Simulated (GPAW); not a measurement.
# Al (Pm-3m) in GPAW: convergence with k mesh

Aim: find how far k mesh must go before the results for Al settle, at PBE. This setting moves, with any that are tied to it; all else stays.

Everything below comes from runs of GPAW 26.7.0. Logs are shortened: lines on timing, memory, paths and dates and some standing lists are left out, and cuts for length are marked. The log counts tension as positive stress, the text compression.

## 1. The crystal as given

Symmetry: Pm-3m, No. 221, cubic system. The conventional cell has a = 2.722 Å, b = 2.722 Å, c = 2.722 Å, α = 90.00°, β = 90.00°, γ = 90.00°. Al (site symmetry m-3m) is surrounded by 6 Al at 2.72 Å.

The cell was built by a generator and needn't be a form met in nature.

## 2. With k mesh 2 × 2 × 2

run.py reads:

```python
from ase.dft.bandgap import bandgap
from ase.io import read, write
from ase.units import GPa
from gpaw import GPAW, PW, setup_paths

setup_paths.insert(0, '.')

atoms = read('Al.xyz')

calc = GPAW(mode=PW(600),
            xc='PBE',
            kpts={'size': (2, 2, 2), 'gamma': True},
            occupations={'name': 'fermi-dirac', 'width': 0.05},
            setups={'Al': 'jth'},
            nbands=-6,
            convergence={'density': 1e-05, 'energy': 1e-05},
            maxiter=100,
            txt='gpaw.txt')
atoms.calc = calc
energy = atoms.get_potential_energy()
forces = atoms.get_forces()
stress = atoms.get_stress()
calc.write('gs.gpw')
write('result.traj', atoms)
print(f'Energy: {energy:.6f} eV')
print('Forces (eV/A):')
print(forces.round(4))
print('Stress (GPa):', (stress / GPa).round(3))
print('Fermi level:', round(calc.get_fermi_level(), 4), 'eV')
print(f'Gap: {bandgap(calc)[0]:.4f} eV, direct: {bandgap(calc, direct=True)[0]:.4f} eV')
```

Al.xyz reads:

```xyz
1
Lattice="2.7217600000 0.0000000000 0.0000000000 0.0000000000 2.7217600000 0.0000000000 0.0000000000 0.0000000000 2.7217600000" Properties=species:S:1:pos:R:3 pbc="T T T"
Al     0.0000000000      0.0000000000      0.0000000000
```

Potentials or basis: JTH PAW 2.0, PBE, pw.

Run with:

```
$ OMP_NUM_THREADS=1 python run.py
```

gpaw.txt:

```text
__  _  _
 | _ |_)|_||  |
 |__||  | ||/\| - 26.7.0

Input parameters:
  mode=PW(ecut=600.0),
  convergence={'density': 1e-05, 'energy': 1e-05},
  kpts=MonkhorstPack(size=(2, 2, 2), gamma=True),
  maxiter=100,
  nbands=-6,
  occupations=Occupations(name='fermi-dirac', width=0.05),
  setups={'Al': 'jth'},
  xc=XC(name='PBE')

Diagonalizing LCAO Hamiltonian
Converting LCAO to pw mode
   .------.
  /|      |
 * |      |
 | .------.
 |/      /
 Al-----*

Atoms  # Å, Bohr magnetons
|   | symbol |        x |        y |        z |    initial magnetic moments |
|---|--------|----------|----------|----------|-----------------------------|
| 0 |     Al | 0.000000 | 0.000000 | 0.000000 | ( 0.0000,  0.0000,  0.0000) |

Unit cell  # Å
| periodic |        x |        y |        z |  lengths |    angles |
|----------|----------|----------|----------|----------|-----------|
|      yes | 2.721760 | 0.000000 | 0.000000 | 2.721760 | 90.000000 |
|      yes | 0.000000 | 2.721760 | 0.000000 | 2.721760 | 90.000000 |
|      yes | 0.000000 | 0.000000 | 2.721760 | 2.721760 | 90.000000 |

Number of symmetries: 48
Symmetry operations  # r_c * U_cc + t_c -> r_c
|    | kind |            matrix            |
|----|------|------------------------------|
|  0 |  E   |  1, 0, 0,  0, 1, 0,  0, 0, 1 |
|  1 |  σ   |  1, 0, 0,  0, 1, 0,  0, 0,-1 |
|  2 |  σ   |  1, 0, 0,  0, 0, 1,  0, 1, 0 |
|  3 |  C4  |  1, 0, 0,  0, 0, 1,  0,-1, 0 |
|  4 |  C4  |  1, 0, 0,  0, 0,-1,  0, 1, 0 |
|  5 |  σ   |  1, 0, 0,  0, 0,-1,  0,-1, 0 |
|  6 |  σ   |  1, 0, 0,  0,-1, 0,  0, 0, 1 |
|  7 |  C2  |  1, 0, 0,  0,-1, 0,  0, 0,-1 |
|  8 |  σ   |  0, 1, 0,  1, 0, 0,  0, 0, 1 |
|  9 |  C2  |  0, 1, 0,  1, 0, 0,  0, 0,-1 |
| 10 |  C3  |  0, 1, 0,  0, 0, 1,  1, 0, 0 |
| 11 |  S6  |  0, 1, 0,  0, 0, 1, -1, 0, 0 |
| 12 |  S6  |  0, 1, 0,  0, 0,-1,  1, 0, 0 |
| 13 |  C3  |  0, 1, 0,  0, 0,-1, -1, 0, 0 |
| 14 |  C4  |  0, 1, 0, -1, 0, 0,  0, 0, 1 |
| 15 |  S4  |  0, 1, 0, -1, 0, 0,  0, 0,-1 |
| 16 |  C3  |  0, 0, 1,  1, 0, 0,  0, 1, 0 |
| 17 |  S6  |  0, 0, 1,  1, 0, 0,  0,-1, 0 |
| 18 |  σ   |  0, 0, 1,  0, 1, 0,  1, 0, 0 |
[... 85 lines left out ...]
    |   3s |  2.000 |      -7.753 |    1.007 |
    |    s |        |      40.817 |    1.007 |
    |   3p |  1.000 |      -2.712 |    1.007 |
    |    p |        |      54.423 |    1.007 |

    Using partial waves for Al as LCAO basis

Reference energy: -6603.786686  # eV

eigensolver:
  PPCG
  Converge bands: occupied
  niter=2

density mixing:
  MSR1-Mixer
  Pratt-step length: 0.05
  Maximum mixing coefficient: 0.75
  Old densities: 10
  SVD Regularization: 0.005
  Good broyden scale: 1.0
  Trust region scale: 1.0
  Backstep threshold: 4.0
  History deletion threshold: 6.0
  Fourier metric: weight=20.0, sigma=0.015

occupation numbers:
  Fermi-Dirac:
    width: 0.0500  # eV

poisson solver:
  ecut: 4800.0  # eV

xc functional:
  name: PBE with 2 nearest neighbor stencil

convergence criteria:
- Maximum integral of absolute [dens]ity change: 1e-05 electrons / valence electron
- Maximum [total energy] change in last 3 cyles: 1e-05 eV / valence electron
- Maximum integral of absolute [eigenst]ate change: 4e-08 eV^2 / valence electron
maximum number of iterations: 100

SCF iterations
|iter     | |      energy | eigst |  dens |
|---------|-|-------------|-------|-------|
|iter:   1| |   -2.270952 | -0.50 |       |
|iter:   2| |   -2.271620 | -2.56 | -0.94 |
|iter:   3| |   -2.267968 | -3.54 | -0.96 |
|iter:   4| |   -2.268541 | -4.48 | -1.51 |
|iter:   5| |   -2.268733 | -5.71 | -2.38 |
|iter:   6| |   -2.268728 | -7.52c| -3.45 |
|iter:   7| |   -2.268728c| -8.85c| -4.32 |
|iter:   8| |   -2.268728c| -9.35c| -5.33c|

Converged in 8 steps
Energy contributions relative to reference atoms: (reference = -6603.786686)

Energy contributions:
  Kinetic:           1.772284
  Coulomb:           0.576692
  Zero:             -0.009502
  External:          0.000000
  Xc:               -4.587888
  Entropy:          -0.040628
  Spinorbit:         0.000000
  ----------------------------
  Free energy:      -2.289042
  Extrapolated:     -2.268728

dipole moment: (-5.001988, -5.001988, -5.001988)  # |e|*Ang

Fermi level: 4.366
Eigenvalues  # (at kpt = [0.000, 0.000, 0.000])
| band index |      eig [eV] | occ [0-2] |
|------------|---------------|-----------|
|          0 |        -4.703 |     2.000 |
|          1 |        12.833 |     0.000 |
|          2 |        12.833 |     0.000 |
|          3 |        13.959 |     0.000 |
|          4 |        13.959 |     0.000 |
|          5 |        13.959 |     0.000 |
|          6 |        20.328 |     0.000 |

No gap
No difference between direct/indirect transitions

Forces  # eV/Ang
|       x |       y |       z |
|---------|---------|---------|
| 0.00000 | 0.00000 | 0.00000 |  # Al   0

Stress tensor  # eV/Ang^3
|        x |        y |        z |
|----------|----------|----------|
| 0.008571 | 0.000000 | 0.000000 |
| 0.000000 | 0.008571 | 0.000000 |
| 0.000000 | 0.000000 | 0.008571 |

# Writing to gs.gpw (mode='')
```

Wall time 2.3 s (1 thread of Arm Neoverse V1, shared host); peak memory 0.12 GiB.

Results:

- Free energy: -2.2890 eV
- Pressure: -1.4 GPa
- Band gap on the k mesh: none (metal or under the smearing width)

## 3. With k mesh 3 × 3 × 3

run.py: that of step 2 with these lines changed.

```diff
@@ -11,3 +11,3 @@
             xc='PBE',
-            kpts={'size': (2, 2, 2), 'gamma': True},
+            kpts={'size': (3, 3, 3), 'gamma': True},
             occupations={'name': 'fermi-dirac', 'width': 0.05},
```

Al.xyz is that of step 2.

Potentials or basis: JTH PAW 2.0, PBE, pw.

Run with:

```
$ OMP_NUM_THREADS=1 python run.py
```

It took 2.4 s on 1 thread of Arm Neoverse V1, shared host; peak memory 0.12 GiB.

Results:

| Item | Value |
| --- | --- |
| Free energy | -2.9107 eV |
| Pressure | 1.1 GPa |
| Band gap on the k mesh | none (metal or under the smearing width) |

## 4. With k mesh 4 × 4 × 4

run.py: that of step 3 with these lines changed.

```diff
@@ -11,3 +11,3 @@
             xc='PBE',
-            kpts={'size': (3, 3, 3), 'gamma': True},
+            kpts={'size': (4, 4, 4), 'gamma': True},
             occupations={'name': 'fermi-dirac', 'width': 0.05},
```

Al.xyz is that of step 3.

Run with:

```
$ OMP_NUM_THREADS=1 python run.py
```

Run time: 2.9 s. Hardware: 1 thread of Arm Neoverse V1, shared host; peak memory 0.12 GiB.

What came out:

```
Free energy            : -3.4567 eV
Pressure               : 0.0 GPa
Band gap on the k mesh : none (metal or under the smearing width)
```

## 5. With k mesh 5 × 5 × 5

run.py: that of step 4 with these lines changed.

```diff
@@ -11,3 +11,3 @@
             xc='PBE',
-            kpts={'size': (4, 4, 4), 'gamma': True},
+            kpts={'size': (5, 5, 5), 'gamma': True},
             occupations={'name': 'fermi-dirac', 'width': 0.05},
```

Al.xyz is that of step 4.

Run with:

```
$ OMP_NUM_THREADS=1 python run.py
```

It took 2.9 s on 1 thread of Arm Neoverse V1, shared host; peak memory 0.12 GiB.

The run converged. Its results:

```
Free energy            : -3.4332 eV
Pressure               : -0.3 GPa
Band gap on the k mesh : none (metal or under the smearing width)
```

## 6. With k mesh 6 × 6 × 6

run.py: that of step 5 with these lines changed.

```diff
@@ -11,3 +11,3 @@
             xc='PBE',
-            kpts={'size': (5, 5, 5), 'gamma': True},
+            kpts={'size': (6, 6, 6), 'gamma': True},
             occupations={'name': 'fermi-dirac', 'width': 0.05},
```

Al.xyz is that of step 5.

Potentials or basis: JTH PAW 2.0, PBE, pw.

Run with:

```
$ OMP_NUM_THREADS=1 python run.py
```

It took 3.4 s on 1 thread of Arm Neoverse V1, shared host; peak memory 0.12 GiB.

The run converged. Its results:

```yaml
Free_energy: -3.3095 eV
Pressure: 0.1 GPa
Band_gap_on_the_k_mesh: none (metal or under the smearing width)
```

## 7. With k mesh 7 × 7 × 7

run.py: that of step 6 with these lines changed.

```diff
@@ -11,3 +11,3 @@
             xc='PBE',
-            kpts={'size': (6, 6, 6), 'gamma': True},
+            kpts={'size': (7, 7, 7), 'gamma': True},
             occupations={'name': 'fermi-dirac', 'width': 0.05},
```

Al.xyz is that of step 6.

Run with:

```
$ OMP_NUM_THREADS=1 python run.py
```

Wall time 3.7 s (1 thread of Arm Neoverse V1, shared host); peak memory 0.12 GiB.

Results (log left out):

| Item | Value |
| --- | --- |
| Free energy | -3.4067 eV |
| Pressure | -0.4 GPa |
| Band gap on the k mesh | none (metal or under the smearing width) |

## 8. With k mesh 9 × 9 × 9

run.py: that of step 7 with these lines changed.

```diff
@@ -11,3 +11,3 @@
             xc='PBE',
-            kpts={'size': (7, 7, 7), 'gamma': True},
+            kpts={'size': (9, 9, 9), 'gamma': True},
             occupations={'name': 'fermi-dirac', 'width': 0.05},
```

Al.xyz is that of step 7.

Run with:

```
$ OMP_NUM_THREADS=1 python run.py
```

Wall time 4.8 s (1 thread of Arm Neoverse V1, shared host); peak memory 0.12 GiB.

The run converged. Its results:

* Free energy: -3.3785 eV
* Pressure: -0.1 GPa
* Band gap on the k mesh: none (metal or under the smearing width)

## 9. With k mesh 11 × 11 × 11

run.py: that of step 8 with these lines changed.

```diff
@@ -11,3 +11,3 @@
             xc='PBE',
-            kpts={'size': (9, 9, 9), 'gamma': True},
+            kpts={'size': (11, 11, 11), 'gamma': True},
             occupations={'name': 'fermi-dirac', 'width': 0.05},
```

Al.xyz is that of step 8.

Potentials or basis: JTH PAW 2.0, PBE, pw.

Run with:

```
$ OMP_NUM_THREADS=1 python run.py
```

It took 6 s on 1 thread of Arm Neoverse V1, shared host; peak memory 0.12 GiB.

It converged, with:

```
Free energy            : -3.4005 eV
Pressure               : -0.2 GPa
Band gap on the k mesh : none (metal or under the smearing width)
```

## 10. With k mesh 13 × 13 × 13

run.py: that of step 9 with these lines changed.

```diff
@@ -11,3 +11,3 @@
             xc='PBE',
-            kpts={'size': (11, 11, 11), 'gamma': True},
+            kpts={'size': (13, 13, 13), 'gamma': True},
             occupations={'name': 'fermi-dirac', 'width': 0.05},
```

Al.xyz is that of step 9.

Run with:

```
$ OMP_NUM_THREADS=1 python run.py
```

Wall time 7.9 s (1 thread of Arm Neoverse V1, shared host); peak memory 0.13 GiB.

It converged, with:

- Free energy: -3.3868 eV
- Pressure: -0.3 GPa
- Band gap on the k mesh: none (metal or under the smearing width)

## 11. Summary

| k mesh | energy less the tightest run, at zero smearing (meV/atom) | pressure (GPa) | SCF cycles | CPU time (s) | peak memory (GiB) |
| --- | --- | --- | --- | --- | --- |
| 2 × 2 × 2 | 1115.37 | -1.37 | 8 | 2.3 | 0.12 |
| 3 × 3 × 3 | 488.11 | 1.10 | 8 | 2.4 | 0.12 |
| 4 × 4 × 4 | -66.03 | 0.00 | 8 | 2.9 | 0.12 |
| 5 × 5 × 5 | -46.21 | -0.34 | 8 | 2.9 | 0.12 |
| 6 × 6 × 6 | 79.70 | 0.12 | 8 | 3.4 | 0.12 |
| 7 × 7 × 7 | -20.25 | -0.37 | 8 | 3.7 | 0.12 |
| 9 × 9 × 9 | 8.25 | -0.10 | 8 | 4.8 | 0.12 |
| 11 × 11 × 11 | -14.22 | -0.20 | 8 | 6 | 0.12 |
| 13 × 13 × 13 | 0.00 | -0.25 | 8 | 7.9 | 0.13 |

Against the tightest run, the pressure stays within 0.1 GPa from 11 × 11 × 11 on. Not settled before the last step: the energy (to 1 meV/atom). Meshes of other sizes hit other points, so gaps and Fermi surfaces needn't settle smoothly. The tightest run that finished is the yardstick and may itself not be fully converged.

Caveats: the program truncates these outside data sets.
